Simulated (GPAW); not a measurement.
Bi and the effect of the functional

It takes space group R-3m (No. 166, trigonal). Conventional cell: a = 4.535 Å, b = 4.535 Å, c = 11.814 Å, α = 90.00°, β = 90.00°, γ = 120.00°. Bi (site symmetry 3m) has 6 Bi at 3.06 to 3.52 Å as nearest neighbours.

Kept alike: task band structure; k mesh 6 × 6 × 6; occupations fermi-dirac, width 0.05 eV; no spin polarisation. Program: GPAW, potentials by row: the program's PAW data sets (release 1.2.1) made for this functional (LDA); PAW data sets generated for this functional (PBEsol); GPAW PAW data sets (gpaw-data 1.2.1) (r2SCAN on files made for PBE), cutoff 600 eV. The mesh is that of the run's cell of 2 atoms. No spin-orbit coupling.

| run | pressure (GPa) |
| --- | --- |
| A | 1.31 |
| B | -1.65 |
| C | -0.38 |

Pressure is positive in compression; the values hold the error of the finite cutoff, so their zero can differ a little from the energy's minimum. For a metal such a mesh leaves the last digits unconverged.

The runs differ in the functional (and the potentials named above) alone: LDA; PBEsol; r2SCAN. Which run is which?

Run A is r2SCAN; run B is LDA; run C is PBEsol. The pressure runs from -1.65 (LDA) to 1.31 GPa (r2SCAN). A positive pressure means that the functional's own cell is larger than the one given, a negative one that it is smaller.
